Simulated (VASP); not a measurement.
# Sb (Pm-3m) in VASP: single point with PBEsol

Aim: the single point of Sb with PBEsol.

All numbers are computed with VASP 6.6.1; they aren't measurements. Logs are shortened: lines on timing, memory, paths and dates and some standing lists are left out, and cuts for length are marked.

## 1. The crystal as given

Symmetry: Pm-3m, No. 221, cubic system. Conventional cell: a = 3.063 Å, b = 3.063 Å, c = 3.063 Å, α = 90.00°, β = 90.00°, γ = 90.00°. Sb (site symmetry m-3m) is surrounded by 6 Sb at 3.06 Å.

This isn't the form of Sb at room conditions, which is rhombohedral.

## 2. Single point, PBEsol, non-collinear spin, zero start, spin-orbit coupling

Contents of INCAR:

```
SYSTEM = Sb
PREC = Accurate
ENCUT = 520
EDIFF = 1E-6
ISMEAR = 0
SIGMA = 0.1
LREAL = .FALSE.
LASPH = .TRUE.
NELM = 80
ALGO = Normal
ISIF = 2
LWAVE = .FALSE.
LCHARG = .FALSE.
MAGMOM = 0 0 0
LORBIT = 11
LSORBIT = .TRUE.
GGA_COMPAT = .FALSE.
GGA = PS
```

Contents of KPOINTS:

```
regular mesh
0
G
  14 14 14
  0 0 0
```

Contents of POSCAR:

```
Sb
1.0
    3.0633500000      0.0000000000      0.0000000000
    0.0000000000      3.0633500000      0.0000000000
    0.0000000000      0.0000000000      3.0633500000
Sb
1
Direct
    0.0000000000      0.0000000000      0.0000000000
```

Potentials or basis: VASP PAW PBE potentials, release 64 (Sb).

Command:

```bash
cat potpaw_PBE.64/Sb/POTCAR > POTCAR
mpirun -np 1 vasp_ncl > vasp.out
```

OUTCAR:

```text
SYSTEM = Sb
   PREC = Accurate
   ENCUT = 520
   EDIFF = 1E-6
   ISMEAR = 0
   LREAL = .FALSE.
   LASPH = .TRUE.
   NELM = 80
   ISIF = 2
   LORBIT = 11
   LSORBIT = .TRUE.
   GGA = PS

 ion  position               nearest neighbor table
   1  0.000  0.000  0.000-

  LATTYP: Found a simple cubic cell.
 ALAT       =     3.0633500000

  Lattice vectors:

 A1 = (   3.0633500000,   0.0000000000,   0.0000000000)
 A2 = (   0.0000000000,   3.0633500000,   0.0000000000)
 A3 = (   0.0000000000,   0.0000000000,   3.0633500000)

Analysis of symmetry for initial positions (statically):
=====================================================================
 Subroutine PRICEL returns:
 Original cell was already a primitive cell.

 Routine SETGRP: Setting up the symmetry group for a
 simple cubic supercell.

 Subroutine GETGRP returns: Found 48 space group operations
 (whereof 48 operations were pure point group operations)
 out of a pool of 48 trial point group operations.

The static configuration has the point symmetry O_h .

Analysis of symmetry for dynamics (positions and initial velocities):
=====================================================================
 Subroutine PRICEL returns:
 Original cell was already a primitive cell.

 Routine SETGRP: Setting up the symmetry group for a
 simple cubic supercell.

 Subroutine GETGRP returns: Found 48 space group operations
 (whereof 48 operations were pure point group operations)
 out of a pool of 48 trial point group operations.

The dynamic configuration has the point symmetry O_h .

Analysis of structural, dynamic, and magnetic symmetry:
=====================================================================
 Subroutine PRICEL returns:
 Original cell was already a primitive cell.

 Routine SETGRP: Setting up the symmetry group for a
 simple cubic supercell.

 Subroutine GETGRP returns: Found 48 space group operations
 (whereof 48 operations were pure point group operations)
 out of a pool of 48 trial point group operations.

The overall configuration has the point symmetry O_h .

 Subroutine INISYM returns: Found 48 space group operations
 (whereof 48 operations are pure point group operations),
 and found     1 'primitive' translations

----------------------------------------------------------------------------------------

                                     Primitive cell

  volume of cell :      28.7468

  direct lattice vectors                    reciprocal lattice vectors
     3.063350000  0.000000000  0.000000000     0.326440008  0.000000000  0.000000000
     0.000000000  3.063350000  0.000000000     0.000000000  0.326440008  0.000000000
     0.000000000  0.000000000  3.063350000     0.000000000  0.000000000  0.326440008

  length of vectors
     3.063350000  3.063350000  3.063350000     0.326440008  0.326440008  0.326440008

  position of ions in fractional coordinates (direct lattice)
     0.000000000  0.000000000  0.000000000

  ion indices of the primitive-cell ions
   primitive index   ion index
                 1           1

----------------------------------------------------------------------------------------

 KPOINTS: regular mesh

Automatic generation of k-mesh.
 Grid dimensions read from file:
 generate k-points for:   14   14   14

 Generating k-lattice:

  Cartesian coordinates                     Fractional coordinates (reciprocal lattice)
     0.023317143  0.000000000  0.000000000     0.071428571  0.000000000  0.000000000
     0.000000000  0.023317143  0.000000000     0.000000000  0.071428571  0.000000000
     0.000000000  0.000000000  0.023317143     0.000000000  0.000000000  0.071428571

  Length of vectors
     0.023317143  0.023317143  0.023317143

[... 42 lines left out ...]
   NGXF,Y,Z  is equivalent  to a cutoff of  26.05, 26.05, 26.05 a.u.
 SYSTEM =  Sb
   PREC   = accura    normal or accurate (medium, high low for compatibility)
   ISTART =      0    job   : 0-new  1-cont  2-samecut
   ICHARG =      2    charge: 1-file 2-atom 10-const
   ISPIN  =      1    spin polarized calculation?
   LNONCOLLINEAR =      T non collinear calculations
   LSORBIT =      T    spin-orbit coupling
   LASPH  =      T    aspherical Exc in radial PAW
   ENCUT  =  520.0 eV  38.22 Ry    6.18 a.u.   5.70  5.70  5.70*2*pi/ulx,y,z
   NELM   =     80;   NELMIN=  2; NELMDL= -5     # of ELM steps
   EDIFF  = 0.1E-05   stopping-criterion for ELM
   LREAL  =      F    real-space projection
   EDIFFG = 0.1E-04   stopping-criterion for IOM
   NSW    =      0    number of steps for IOM
   IBRION =     -1    ionic relax: 0-MD 1-quasi-New 2-CG
   NFREE  =      0    steps in history (QN), initial steepest desc. (CG)
   ISIF   =      2    stress and relaxation
   ISYM   =      2    0-nonsym 1-usesym 2-fastsym
   POTIM  = 0.5000    time-step for ionic-motion
   TEBEG  =    0.0;   TEEND  =   0.0 temperature during run
   PSTRESS=    0.0 pullay stress
   NELECT =       5.0000    total number of electrons
   NUPDOWN=      -1.0000    fix difference up-down
   EMIN   =  10.00;   EMAX   =-10.00  energy-range for DOS
   EFERMI =   0.00;   METHOD = LEGACY
   ISMEAR =     0;   SIGMA  =   0.10  broadening in eV -4-tet -1-fermi 0-gaus
   EFERMI_NEDOS =   21; number of points for ismear=-14 and -15
   IALGO  =     38    algorithm
   IMIX   =      4    mixing-type and parameters
     AMIX     =   0.40;   BMIX     =  1.00
     AMIX_MAG =   1.60;   BMIX_MAG =  1.00
  volume/ion in A,a.u.               =      28.75       193.99
  Fermi-wavevector in a.u.,A,eV,Ry     =   0.913836  1.726899 11.362171  0.835096
  Thomas-Fermi vector in A             =   2.038393
   LORBIT       =     11    0 simple, 1 ext, 2 COOP (PROOUT), +10 PAW based schemes
   GGA     = PS    functional components
   LHFCALC =     F    Hartree Fock is set to
   AEXX    =    0.0000 exact exchange contribution
   IVDW    =     0    specifies the selected vdW correction
   LEPSILON=     F    determine dielectric tensor
   LRPA    =     F    only Hartree local field effects (RPA)
 Gauss-broadening in eV      SIGMA  =   0.10
  energy-cutoff  :      520.00
  volume of cell :       28.75
 maximum number of plane-waves:      1608
 NGX is ok and might be reduce to    24
   NGX = 11   NGY = 11   NGZ = 11

 number of electron       4.9999999 magnetization       0.0000000      0.0000000      0.0000000

 number of electron       4.9999999 magnetization      -0.0000000     -0.0000000     -0.0000000

 Free energy of the ion-electron system (eV)
  ---------------------------------------------------
  ext. energy  EPLUGINS =         0.00000000
  ---------------------------------------------------
  free energy    TOTEN  =        -4.60369897 eV

  energy without entropy =       -4.60000579  energy(sigma->0) =       -4.60185238

 E-fermi :   7.4230     XC(G=0):  -9.9063

 val. band max:        7.3988142041   @ k =   0.4286   0.4286   0.3571
 cond. band min:       7.4304137491   @ k =   0.5000   0.2857   0.2143
 fundamental gap:      0.0315995450
 Fermi energy:         7.4230197605

 k-point     1 :       0.0000    0.0000    0.0000
  band No.  band energies     occupation
      1      -5.2234      1.00000
      2      -5.2234      1.00000
      3      10.2104      0.00000
      4      10.2104      0.00000
      5      11.1074      0.00000
      6      11.1074      0.00000
      7      11.1074      0.00000
      8      11.1074      0.00000
      9      14.4479      0.00000
     10      14.4479      0.00000
     11      14.4479      0.00000
     12      14.4479      0.00000
[... 331 lines left out ...]
 k-point    24 :       0.3571    0.2143    0.0000
  band No.  band energies     occupation
      1      -2.7720      1.00000
      2      -2.7720      1.00000
      3       3.7309      1.00000
      4       3.7309      1.00000
      5       7.8966      0.00000
      6       7.8966      0.00000
      7      13.0618      0.00000
      8      13.0618      0.00000
      9      14.5309      0.00000
     10      14.5309      0.00000
     11      17.0982      0.00000
     12      17.0982      0.00000

 [... further k-points ...]

------------------------ aborting loop because EDIFF is reached ----------------------------------------

  FORCE on cell =-STRESS in cart. coord.  units (eV):
  Direction    XX          YY          ZZ          XY          YZ          ZX
  --------------------------------------------------------------------------------------
  -------------------------------------------------------------------------------------
  Total        0.0308940      0.0308940      0.0308940     -0.0000000      0.0000000     -0.0000000
  in kB        1.7218496      1.7218496      1.7218496     -0.0000000      0.0000000     -0.0000000
  external PRESSURE =       1.7218496 kB  Pullay stress =       0.0000000 kB

 VOLUME and BASIS-vectors are now :
 -----------------------------------------------------------------------------
  energy-cutoff  :      520.00
  volume of cell :       28.75
      direct lattice vectors                 reciprocal lattice vectors
     3.063350000  0.000000000  0.000000000     0.326440008  0.000000000  0.000000000
     0.000000000  3.063350000  0.000000000     0.000000000  0.326440008  0.000000000
     0.000000000  0.000000000  3.063350000     0.000000000  0.000000000  0.326440008

 POSITION                                       TOTAL-FORCE (eV/Angst)
 -----------------------------------------------------------------------------------
      0.00000      0.00000      0.00000         0.000000      0.000000      0.000000
 -----------------------------------------------------------------------------------
    total drift:                               -0.000000      0.000000      0.000000

  FREE ENERGIE OF THE ION-ELECTRON SYSTEM (eV)
  ---------------------------------------------------
  free  energy   TOTEN  =        -4.6036989709 eV

  energy  without entropy=       -4.6000057943  energy(sigma->0) =       -4.60185238

 Spin-Orbit-Coupling matrix elements

 Ion:    1  E_soc:     -0.1348584
 l=   1
     0.0000000    -0.0223499    -0.0223499
    -0.0223499     0.0000000    -0.0223499
    -0.0223499    -0.0223499     0.0000000
 l=   2
     0.0000000    -0.0000161     0.0000000    -0.0000161    -0.0001104
    -0.0000161     0.0000000    -0.0000828    -0.0000161    -0.0000276
     0.0000000    -0.0000828     0.0000000    -0.0000828     0.0000000
    -0.0000161    -0.0000161    -0.0000828     0.0000000    -0.0000276
    -0.0001104    -0.0000276     0.0000000    -0.0000276     0.0000000
 l=   3
     0.0000000     0.0000000     0.0000000     0.0000000     0.0000000     0.0000000     0.0000000
     0.0000000     0.0000000     0.0000000     0.0000000     0.0000000     0.0000000     0.0000000
     0.0000000     0.0000000     0.0000000     0.0000000     0.0000000     0.0000000     0.0000000
     0.0000000     0.0000000     0.0000000     0.0000000     0.0000000     0.0000000     0.0000000
     0.0000000     0.0000000     0.0000000     0.0000000     0.0000000     0.0000000     0.0000000
     0.0000000     0.0000000     0.0000000     0.0000000     0.0000000     0.0000000     0.0000000
     0.0000000     0.0000000     0.0000000     0.0000000     0.0000000     0.0000000     0.0000000

 total charge

# of ion       s       p       d       tot
------------------------------------------
    1        1.212   1.138   0.039   2.390

 magnetization (x)

# of ion       s       p       d       tot
------------------------------------------
    1        0.000   0.000   0.000   0.000

 magnetization (y)

# of ion       s       p       d       tot
------------------------------------------
    1        0.000   0.000   0.000   0.000

 magnetization (z)

# of ion       s       p       d       tot
------------------------------------------
    1       -0.000   0.000  -0.000  -0.000
```

Wall time 45 s (1 thread of Intel Xeon Platinum 8488C (Sapphire Rapids), shared host); peak memory 0.22 GiB.

Results:

| Item | Value |
| --- | --- |
| Free energy | -4.6037 eV |
| Pressure | 0.2 GPa |
| Net moment | 0.00 μB per cell |
| Valence electrons inside the program's atomic spheres | Sb 2.39 |

Moments on the atoms (μB; x, y, z):
```
Sb  0.00 0.00 0.00
```

Caveat: the PAW data sets were made with another functional, which shifts forces and pressure a little.
